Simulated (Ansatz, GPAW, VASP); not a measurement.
## Hf: 3 runs at one level of theory

```
Hf
1.0
     3.19670    0.00000    0.00000
    -1.59835    2.76842    0.00000
     0.00000    0.00000    5.05780
Hf
2
Direct
  0.66667 0.33333 0.75000
  0.33333 0.66667 0.25000
```

Alike in all runs: task band structure; functional BLYP; k mesh 10 × 10 × 5; occupations fermi-dirac, width 0.05 eV; no spin polarisation; no spin-orbit coupling. Pressure is positive in compression and, in plane waves, holds the error of the finite cutoff.

```csv
program and potentials,plane-wave cutoff (eV),notes,band gap (eV),pressure (GPa)
"GPAW, PAW data sets generated for this functional",600,12 valence electrons an atom on average,no gap,3.53
"Ansatz, all-electron LAPW, scalar-relativistic",-,-,?,?
"VASP, PBE PAW files Hf_pv, 520 eV",520,potentials made for PBE; 10 valence electrons an atom on average,no gap,3.39
```

Task: Estimate from the other rows what the run with Ansatz, all-electron LAPW, scalar-relativistic gave.

Result: No band gap; pressure 3.40 GPa. The other rows, which needn't bracket it: pressure 3.39 to 3.53.
